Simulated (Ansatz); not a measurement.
**KCl under changes of volume**

One of the cells (28.294 Å³/atom); the others are scaled copies at fixed shape and fractional positions:

```
CELL_PARAMETERS angstrom
3.83920 0.00000 0.00000
0.00000 3.83920 0.00000
0.00000 0.00000 3.83920
ATOMIC_POSITIONS crystal
K 0.00000 0.00000 0.00000
Cl 0.50000 0.50000 0.50000
```

Measurements of this composition are mostly on another form, of space group No. 225.

```yaml
Program: Ansatz 0.2.0
Functional: PBE0
Potentials_or_basis: Ansatz PAW
Cutoff: "420 eV (not typed: the program's choice for these potentials)"
k_mesh: 4 × 4 × 4
Occupations: fermi-dirac, width 0.05 eV
Spin: no spin polarisation
```

| volume (Å³/atom) | energy over the lowest point (meV/atom) | pressure (GPa) | gap on the mesh (eV) |
| --- | --- | --- | --- |
| 26.596 | 2.12 | 0.8 | 7.13 |
| 27.162 | 0.27 | 0.3 | 7.03 |
| 27.728 | 0.00 | -0.1 | 6.94 |
| 28.294 | ? | ? | ? |
| 28.860 | 3.50 | -0.8 | 6.76 |
| 29.426 | 6.98 | -1.1 | 6.68 |
| 29.991 | 11.42 | -1.4 | 6.60 |

Q: What does the run at 28.294 Å³/atom give?

A: Energy over the lowest point 1.13 meV/atom; pressure -0.5 GPa; gap on the mesh 6.85 eV.

Worked out: A Birch-Murnaghan fit of order 3 (a polynomial in V^(-2/3)) to the other rows has its minimum at 27.55 Å³/atom with B0 = V·E''(V) = 20 GPa and B' = 4.8. It gives 1.13 meV/atom at 28.294 Å³/atom, against the run's 1.13, and -dE/dV = -0.5 GPa, against -0.5. A straight line through the other rows of the gap, of slope -4.41 eV per unit of ln V, gives 6.85 eV, against the run's 6.85.

Energies are extrapolated to zero smearing.

Caveats: the PAW data sets come from PBE, with cores solved anew for the run's functional, which leaves a small shift of forces and pressure; the thresholds are loose for stress.

A mesh can miss the band edges.
